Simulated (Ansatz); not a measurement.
**BAs squeezed and stretched**

A database entry relaxed whole under r2SCAN (F-43m):

```
CELL_PARAMETERS angstrom
0.00000 2.39126 2.39126
2.39126 0.00000 2.39126
2.39126 2.39126 0.00000
ATOMIC_POSITIONS crystal
B 0.00000 0.00000 0.00000
As 0.25000 0.25000 0.25000
```

The cell was scaled uniformly, its shape held, and the atoms relaxed at each volume with plane-wave PAW DFT (Ansatz 0.2.0; r2SCAN, 500 eV, 10×10×10 Γ-centred mesh, fermi-dirac occupations of width 0.020 eV; no spin, no spin-orbit coupling). One row is withheld.

```csv
volume (Å³/atom),energy over the lowest (meV/atom),pressure (GPa),gap over mesh and path (eV)
12.853,24.1,9.90,1.307
13.127,?,?,?
13.400,2.5,2.97,1.352
13.674,0.0,0.00,1.374
13.947,2.3,-2.68,1.394
14.220,9.0,-5.11,1.413
14.494,19.6,-7.30,1.431
```

Fit the pressures of the other rows to the third-order Birch-Murnaghan form.

With f = [(V₀/V)^(2/3) − 1]/2 and P = 3B₀f(1 + 2f)^(5/2)[1 + 3(B₀′ − 4)f/2], least squares gives V₀ = 13.67 Å³ an atom, B₀ = 141 GPa and B₀′ = 4.1; the rows miss the fit by less than 0.01 GPa. The slope of the energies differs from these pressures by less than 0.05 GPa.

How does the gap move with volume?

A parabola in ln(V/V₀) through the other rows has the slope dE_g/d ln V = +1.0 eV at V₀, so by B₀ the gap moves by -7 meV a GPa: it narrows under pressure.

What does the withheld row hold?

The fit gives 6.26 GPa at 13.127 Å³; the run gave 6.26 GPa and 10.3 meV an atom. Its gap is 1.330 eV, against 1.330 eV from the parabola.

Caveats: the shape of the cell was held; 0 K, fixed nuclei; the symmetry was kept, and this need not be the phase that is stable at 0 K; one mesh for all volumes; r2SCAN gaps lie as a rule under measured ones; the slope of the gap can be off by tens of per cent, more where shallow d levels or spin-orbit coupling act on the edges; no spin-orbit coupling, which narrows gaps of heavier elements; pressure is positive in compression.
